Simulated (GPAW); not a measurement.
# ZnS (F-43m) in GPAW: notebook, part 2 of 2

GPAW 26.7.0. Earlier steps stand in the parts before.

**3. Dielectric tensor, LDA**

File run.py:

```python
import numpy as np
from ase import Atoms
from ase.dft.bandgap import bandgap
from ase.io import write
from gpaw import GPAW, PW
from gpaw.response.df import DielectricFunction

atoms = Atoms(['Zn', 'S'],
              cell=[[0.0, 2.702, 2.702],
                    [2.702, 0.0, 2.702],
                    [2.702, 2.702, 0.0]],
              scaled_positions=[[0.75, 0.75, 0.75],
                                [0.0, 0.0, 0.0]],
              pbc=True)

calc = GPAW(mode=PW(450),
            xc='LDA',
            kpts={'size': (7, 7, 7), 'gamma': True},
            occupations={'name': 'fermi-dirac', 'width': 0.001},
            nbands=18,
            convergence={'density': 1e-06},
            maxiter=150,
            txt='gpaw.txt')
atoms.calc = calc
energy = atoms.get_potential_energy()
calc.write('gs.gpw')
write('result.traj', atoms)
print(f'Energy: {energy:.6f} eV')
print('Fermi level:', round(calc.get_fermi_level(), 4), 'eV')
print(f'Gap: {bandgap(calc)[0]:.4f} eV, direct: {bandgap(calc, direct=True)[0]:.4f} eV')

for size in [(15, 15, 15), (21, 21, 21)]:
    name = 'x'.join(str(n) for n in size)
    dense = calc.fixed_density(kpts={'size': size, 'gamma': True},
                               nbands=35, convergence={'bands': 29, 'eigenstates': 1e-7},
                               update_fermi_level=True, txt=f'dense-{name}.txt')
    dense.write(f'{name}.gpw', mode='all')
    df = DielectricFunction(f'{name}.gpw', frequencies=np.array([0.0]), hilbert=False, eta=0.001,
                            ecut=80, nbands=29, intraband=False, txt=f'df-{name}.txt')
    for xc in ['RPA', 'LR0.1', 'LR0.2']:
        for direction in ['x', 'y', 'z', [0, 1, 1], [1, 0, 1], [1, 1, 0]]:
            e0, e = df.get_macroscopic_dielectric_constant(xc=xc, direction=direction)
            print(f'{name} {xc} {direction}: {e0:.4f} without, {e:.4f} with local fields')
```

Potentials or basis: the program's PAW data sets (release 1.2.1) made for this functional, pw.

Run with:

```
OMP_NUM_THREADS=1 python run.py
```

gpaw.txt:

```text
__  _  _
 | _ |_)|_||  |
 |__||  | ||/\| - 26.7.0

Input parameters:
  mode=PW(ecut=450.00000000000006),
  convergence={'density': 1e-06},
  kpts=MonkhorstPack(size=(7, 7, 7), gamma=True),
  maxiter=150,
  nbands=18,
  occupations=Occupations(name='fermi-dirac', width=0.001),
  xc=XC(name='LDA')

Diagonalizing LCAO Hamiltonian
Converting LCAO to pw mode

                    Zn

       S

Atoms  # Å, Bohr magnetons
|   | symbol |        x |        y |        z |    initial magnetic moments |
|---|--------|----------|----------|----------|-----------------------------|
| 0 |     Zn | 4.053000 | 4.053000 | 4.053000 | ( 0.0000,  0.0000,  0.0000) |
| 1 |      S | 0.000000 | 0.000000 | 0.000000 | ( 0.0000,  0.0000,  0.0000) |

Unit cell  # Å
| periodic |        x |        y |        z |  lengths |    angles |
|----------|----------|----------|----------|----------|-----------|
|      yes | 0.000000 | 2.702000 | 2.702000 | 3.821205 | 60.000000 |
|      yes | 2.702000 | 0.000000 | 2.702000 | 3.821205 | 60.000000 |
|      yes | 2.702000 | 2.702000 | 0.000000 | 3.821205 | 60.000000 |

Number of symmetries: 24
Symmetry operations  # r_c * U_cc + t_c -> r_c
|    | kind |            matrix            |
|----|------|------------------------------|
|  0 |  E   |  1, 0, 0,  0, 1, 0,  0, 0, 1 |
|  1 |  σ   |  1, 0, 0,  0, 0, 1,  0, 1, 0 |
|  2 |  σ   |  1, 0,-1,  0, 1,-1,  0, 0,-1 |
|  3 |  C3  |  1, 0,-1,  0, 0,-1,  0, 1,-1 |
|  4 |  C3  |  1,-1, 0,  0,-1, 1,  0,-1, 0 |
|  5 |  σ   |  1,-1, 0,  0,-1, 0,  0,-1, 1 |
|  6 |  σ   |  0, 1, 0,  1, 0, 0,  0, 0, 1 |
|  7 |  C3  |  0, 1, 0,  0, 0, 1,  1, 0, 0 |
|  8 |  C2  |  0, 1,-1,  1, 0,-1,  0, 0,-1 |
|  9 |  S4  |  0, 1,-1,  0, 0,-1,  1, 0,-1 |
| 10 |  C3  |  0, 0, 1,  1, 0, 0,  0, 1, 0 |
| 11 |  σ   |  0, 0, 1,  0, 1, 0,  1, 0, 0 |
| 12 |  S4  |  0, 0,-1,  1, 0,-1,  0, 1,-1 |
| 13 |  C3  |  0, 0,-1,  0, 1,-1,  1, 0,-1 |
| 14 |  S4  |  0,-1, 1,  1,-1, 0,  0,-1, 0 |
| 15 |  C2  |  0,-1, 1,  0,-1, 0,  1,-1, 0 |
| 16 |  C3  |  0,-1, 0,  1,-1, 0,  0,-1, 1 |
| 17 |  S4  |  0,-1, 0,  0,-1, 1,  1,-1, 0 |
| 18 |  S4  | -1, 1, 0, -1, 0, 1, -1, 0, 0 |
| 19 |  C3  | -1, 1, 0, -1, 0, 0, -1, 0, 1 |
| 20 |  C3  | -1, 0, 1, -1, 1, 0, -1, 0, 0 |
| 21 |  S4  | -1, 0, 1, -1, 0, 0, -1, 1, 0 |
| 22 |  σ   | -1, 0, 0, -1, 1, 0, -1, 0, 1 |
| 23 |  C2  | -1, 0, 0, -1, 0, 1, -1, 1, 0 |

BZ-sampling:
  Number of BZ points: 343
  Number of IBZ points: 20

  Monkhorst-Pack size: [7, 7, 7]
  Monkhorst-Pack shift: [0, 0, 0]

K-points  # in reciprocal-cell coordinates
|     |                                coordinates |     weight |
|-----|--------------------------------------------|------------|
|   0 | (  0.00000000,   0.00000000,   0.00000000) | 0.00291545 |
|   1 | (  0.14285714,   0.14285714,   0.00000000) | 0.01749271 |
|   2 | (  0.14285714,   0.14285714,   0.14285714) | 0.02332362 |
|   3 | (  0.28571429,   0.14285714,   0.14285714) | 0.03498542 |
|   4 | (  0.28571429,   0.28571429,   0.00000000) | 0.01749271 |
|   5 | (  0.28571429,   0.28571429,   0.14285714) | 0.06997085 |
|   6 | (  0.28571429,   0.28571429,   0.28571429) | 0.02332362 |
|   7 | (  0.42857143,  -0.28571429,  -0.28571429) | 0.03498542 |
|   8 | (  0.42857143,   0.28571429,  -0.42857143) | 0.13994169 |
|   9 | (  0.42857143,   0.28571429,  -0.28571429) | 0.06997085 |
| ... |                                            |            |
|  19 | (  0.42857143,   0.42857143,   0.42857143) | 0.02332362 |

Plane wave coefficients: 881
Cutoff: 450.00000000000006 eV

Spin-components: 1 (collinear spins)
Bands:           18
Projectors:      11
Spin-degeneracy: 2
Datatype:        complex128

Parallelization:
  kpt:    1
  domain: 1
  band:   1

Density:
  Valence electrons: 18.0
  Components: 1
  Grid points: [20 20 20]
  Charge: 0.0  # |e|

Potential:
  Grid points: [20 20 20]

species:
  Zn:
    name:    Zinc
    Z:       30.0
    valence: 12
    core:    18
    charge:  0.0  # [|e|]
    compensation charges:
      type: gauss
      rc: 0.37  # [Å]
      lmax: 2
    cutoffs:
      filter: 2.14  # [Å]
      core: 2.28  # [Å]
    projectors
    | kind |    occ | energy [eV] | rcut [Å] |
    |------|--------|-------------|----------|
    |   4s |  2.000 |      -6.218 |    1.286 |
    |   4p |  0.000 |      -1.230 |    1.270 |
    |   3d | 10.000 |     -10.426 |    1.180 |
    |    s |        |      20.994 |    1.286 |
    |    p |        |      25.981 |    1.270 |
    |    d |        |      16.786 |    1.180 |

    Using partial waves for Zn as LCAO basis

  S:
    name:    Sulfur
    Z:       16.0
    valence: 6
    core:    10
    charge:  0.0  # [|e|]
    compensation charges:
      type: gauss
      rc: 0.24  # [Å]
      lmax: 2
    cutoffs:
      filter: 1.77  # [Å]
      core: 1.66  # [Å]
    projectors
    | kind |    occ | energy [eV] | rcut [Å] |
    |------|--------|-------------|----------|
    |   3s |  2.000 |     -17.278 |    0.974 |
    |   3p |  4.000 |      -7.106 |    0.979 |
    |    s |        |       9.933 |    0.974 |
    |    p |        |      20.105 |    0.979 |
    |    d |        |       0.000 |    0.900 |

    Using partial waves for S as LCAO basis

Reference energy: -59612.485647  # eV

eigensolver:
  PPCG
  Converge bands: occupied
  niter=2

density mixing:
  MSR1-Mixer
  Pratt-step length: 0.05
  Maximum mixing coefficient: 0.75
  Old densities: 10
  SVD Regularization: 0.005
  Good broyden scale: 1.0
  Trust region scale: 1.0
  Backstep threshold: 4.0
  History deletion threshold: 6.0
  Fourier metric: weight=20.0, sigma=0.015

occupation numbers:
  Fermi-Dirac:
    width: 0.0010  # eV

poisson solver:
  ecut: 3600.0000000000005  # eV

xc functional:
  name: None

convergence criteria:
- Maximum integral of absolute [dens]ity change: 1e-06 electrons / valence electron
- Maximum [total energy] change in last 3 cyles: 0.0005 eV / valence electron
- Maximum integral of absolute [eigenst]ate change: 4e-08 eV^2 / valence electron
maximum number of iterations: 150

SCF iterations
|iter     | |      energy | eigst |  dens |
|---------|-|-------------|-------|-------|
|iter:   1| |   -8.617630 | -0.20 |       |
|iter:   2| |   -8.534089 | -1.89 | -1.21 |
|iter:   3| |   -8.259045 | -1.60 | -1.25 |
|iter:   4| |   -8.254311 | -2.88 | -1.80 |
|iter:   5| |   -8.254348c| -4.26 | -2.27 |
|iter:   6| |   -8.254337c| -5.12 | -3.32 |
|iter:   7| |   -8.254344c| -6.52 | -3.68 |
|iter:   8| |   -8.254345c| -6.80 | -4.07 |
|iter:   9| |   -8.254345c| -7.92c| -5.28 |
|iter:  10| |   -8.254345c| -7.81c| -5.66 |
|iter:  11| |   -8.254345c| -9.26c| -6.97c|

Converged in 11 steps
Energy contributions relative to reference atoms: (reference = -59612.485647)

Energy contributions:
  Kinetic:           7.705336
  Coulomb:          -6.491453
  Zero:             -0.002404
  External:          0.000000
  Xc:               -9.465824
  Entropy:          -0.000000
  Spinorbit:         0.000000
  ----------------------------
  Free energy:      -8.254345
  Extrapolated:     -8.254345

dipole moment: (-14.559538, -14.559538, -14.559538)  # |e|*Ang

Fermi level: 4.157
Eigenvalues  # (at kpt = [0.000, 0.000, 0.000])
| band index |      eig [eV] | occ [0-2] |
|------------|---------------|-----------|
|          0 |        -9.652 |     2.000 |
|          1 |        -2.981 |     2.000 |
|          2 |        -2.981 |     2.000 |
|          3 |        -2.981 |     2.000 |
|          4 |        -2.499 |     2.000 |
|          5 |        -2.499 |     2.000 |
[... 10 lines left out ...]
|         16 |        17.769 |     0.000 |
|         17 |        17.769 |     0.000 |

Gap: 1.860 eV
Transition (v -> c):
  (s=0, k=0, n=8, [0.00, 0.00, 0.00]) -> (s=0, k=0, n=9, [0.00, 0.00, 0.00])
No difference between direct/indirect transitions
# Writing to gs.gpw (mode='')
```

Run time: 3.5 min. Hardware: 1 thread of Arm Neoverse V2, shared host; peak memory 0.55 GiB.

What came out:

| Property | Result |
| --- | --- |
| Free energy | -8.2543 eV |
| Band gap on the k mesh | 1.86 eV, direct |
| Electronic dielectric tensor (diagonal) | 5.94 |

Electronic dielectric tensor:
```
5.94 0.00 0.00
0.00 5.94 0.00
0.00 0.00 5.94
```

Caveat: the long-wavelength limit can be off by several per cent where d states take part; an odd mesh through Γ misses points on the zone boundary, where band edges often lie.

**4. How close it comes**

Step 3. The gap isn't set beside the deposited one, since this odd mesh misses points on the zone boundary. Measured high-frequency dielectric constant of ZnS: 5.14 (a printed reference work, monograph). This calculation gives 5.94 (+15.6 %).
